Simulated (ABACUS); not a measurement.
MgO:

```
Mg O
1.0
     0.00000    2.09700    2.09700
     2.09700    0.00000    2.09700
     2.09700    2.09700    0.00000
Mg O
1 1
Direct
  0.00000 0.00000 0.00000
  0.50000 0.50000 0.50000
```

The cell is a database's computed one.

Program: ABACUS 3.10.1. Alike in all runs: task single point; no spin polarisation; cell as given; smearing fermi-dirac 0.05 eV.

Problem. Order these runs on this cell by their pressure, lowest first.
A. level rPW86PBE; potentials or basis PseudoDojo NC SR 0.5 PBE stringent, plane waves; k mesh 9 × 9 × 9; cutoff (eV) 1252; SCF threshold on the density 1e-08; eigensolver dav
B. level PBEsol; potentials or basis Ansatz NC PBE, DZP LCAO (the cutoffs set its grid); k mesh 10 × 10 × 10; cutoff (eV) 1361; SCF threshold on the density 1e-07; eigensolver genelpa
C. level LDA; potentials or basis PseudoDojo NC SR 0.4.1 LDA standard, plane waves; k mesh 9 × 9 × 9; cutoff (eV) 1143; SCF threshold on the density 1e-08; eigensolver dav
D. level rSCAN; potentials or basis SG15 ONCV 1.2 PBE, plane waves; k mesh 7 × 7 × 7; cutoff (eV) 1320; SCF threshold on the density 1e-08; eigensolver dav
E. level PBE; potentials or basis PseudoDojo NC SR 0.4.1 PBE standard, DZP LCAO (the cutoffs set its grid); k mesh 11 × 11 × 11; cutoff (eV) 1361; SCF threshold on the density 1e-07; eigensolver genelpa

Solution. C (-3.9 GPa), D (0.5 GPa), B (3.8 GPa), E (7.7 GPa), A (9.8 GPa).

Caveats: the potentials were made for another functional, which shifts forces and pressure (some runs); the atomic orbitals were generated for these runs and aren't a published set (some runs); the basis of atomic orbitals isn't converged, which shifts pressures, moduli and gaps (some runs).

Not every run made on this cell is shown here.
